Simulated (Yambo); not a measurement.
**PbS (Galena) in Yambo: convergence with bands in self energy**

The system is PbS (Galena).

```
CELL_PARAMETERS angstrom
0.00000 2.96575 2.96575
2.96575 0.00000 2.96575
2.96575 2.96575 0.00000
ATOMIC_POSITIONS crystal
Pb 0.00000 0.00000 0.00000
S 0.50000 0.50000 0.50000
```

- Program: Yambo 5.3.0
- Task: G0W0 quasiparticle levels
- Functional: PBEsol
- Potentials or basis: PseudoDojo 0.4.1 SR PBEsol standard
- Cutoff: 762 eV
- Density cutoff: 3048 eV
- k mesh: 6 × 6 × 6
- Occupations: fixed
- Spin: no spin polarisation
- k mesh of the self-consistent run: 8 × 8 × 8
- Random integration of the Coulomb term: yes
- Direction of the field or of q to 0: x + y + z
- Broadening: 0.1 eV
- States corrected: Γ and the k points of the band edges
- Frequency dependence of W: plasmon pole
- Terminator of the band sum in the self-energy: none
- Quasiparticle equation: linearised (Newton)
- Imaginary frequency of the plasmon-pole fit: 27.2114 eV
- Bands in the response: 160
- Bands in the self-energy: 30
- Cutoff of the response matrix: 5 Ry
- Cutoff of exchange and Vxc: 56 Ry
- Bands corrected (first, last): [10, 12]

These are the settings of the first run; the series varies bands in self energy, with any setting tied to it.

```
bands in self energy  quasiparticle gap at the points computed (eV)
                  30                                          0.233
                  50                                          0.315
                  90                                          0.367
                 160                                          0.395
```

Against the tightest run, the quasiparticle gap at the points computed stays within 0.05 eV from 90 on. The tightest run that finished is the yardstick and may itself not be fully converged.

Caveat, for the tightest run too: the potentials hold a filled d shell without the s and p states of that shell, which can shift GW gaps by tenths of an eV, either way; this version prints the column dSc/dw multiplied by 27.2; spin-orbit coupling is left out, which as a rule narrows the gap of such compounds by several tenths of an eV.
